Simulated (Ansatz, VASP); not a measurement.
# Ru: VASP beside Ansatz

```
CELL_PARAMETERS angstrom
2.70580 0.00000 0.00000
-1.35290 2.34329 0.00000
0.00000 0.00000 4.28190
ATOMIC_POSITIONS crystal
Ru 0.66667 0.33333 0.75000
Ru 0.33333 0.66667 0.25000
```

Alike in both runs: task single point; functional PBE; k mesh 11 × 11 × 6; occupations gaussian, width 0.016 eV; no spin polarisation.

|  | VASP | Ansatz |
| --- | --- | --- |
| version | VASP 6.6.1 | Ansatz 0.2.0 |
| potentials or method | VASP PAW PBE potentials, release 64 (Ru_pv), cutoff 520 eV | all-electron LAPW, scalar-relativistic |

```csv
,VASP,Ansatz,Ansatz less VASP
gap on the k mesh at the Fermi level (eV),none,none,-
pressure (GPa),4.4,4.4,+0.02
largest component of the traceless stress (GPa),0.03,0.05,+0.028
```

A gap of «none» marks a metal or a gap that the smearing closes. Ansatz ran all-electron here, so the differences hold the error of VASP's frozen core and of both bases.
